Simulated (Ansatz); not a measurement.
## NaI: experiment and calculation

**Measured values to compare with.**

A printed reference work, monograph reports, for a bulk crystal of NaI: high-frequency dielectric constant 3.01.

The runs below are set against these values where they give the same quantity.

Method: Ansatz, DFT PBE, scalar-relativistic, plane waves, PAW.

Cutoff 420 eV; k points 6×6×6 on the computed 2-atom cell (Γ-centred); Gaussian smearing, width 0.02 eV; no spin polarisation.

Relaxed structure, symmetry kept:

```
CELL_PARAMETERS angstrom
0.00000 3.26410 3.26410
3.26410 0.00000 3.26410
3.26410 3.26410 0.00000
ATOMIC_POSITIONS crystal
Na 0.00000 0.00000 0.00000
I 0.50000 0.50000 0.50000
```

```
Space group                                                                                                                                 : Fm-3m (No. 225)
Volume per atom                                                                                                                             : 234.7 bohr³
Formation energy from the elements' standard states (uncorrected)                                                                           : -1.280 eV/atom
Kohn–Sham band gap                                                                                                                          : 3.58 eV, direct at Γ
Löwdin character of the top 1 eV of the valence band                                                                                        : I 5p 98 %
Löwdin character of the lowest 1 eV of the conduction band                                                                                  : Na 3s 73 %, I 5s 15 %, I 5p 9 %
Electron masses at the edge by Cartesian direction of the standard setting (m_e; degenerate bands sorted by energy; no spin-orbit coupling) : x: 0.27; y: 0.27; z: 0.27
Hole masses at the edge by Cartesian direction of the standard setting (m_e; degenerate bands sorted by energy; no spin-orbit coupling)     : x: 1.7, 1.7, 0.39; y: 1.7, 1.7, 0.39; z: 1.7, 1.7, 0.39
Bulk modulus                                                                                                                                : 15.1 GPa
Its pressure derivative                                                                                                                     : 4.7
Electronic dielectric constant xx, yy, zz of the standard setting (independent particles)                                                   : 3.7, 3.7, 3.7
Bader charges (e)                                                                                                                           : Na (1 in the cell) 0.86, I (1 in the cell) -0.86
```

Spin-orbit coupling is left out, which matters for the bands of heavy elements.

Against the measured high-frequency dielectric constant of NaI, 3.01 (a printed reference work, monograph), the calculated 3.73 is off by +23.8 %. Local fields are left out.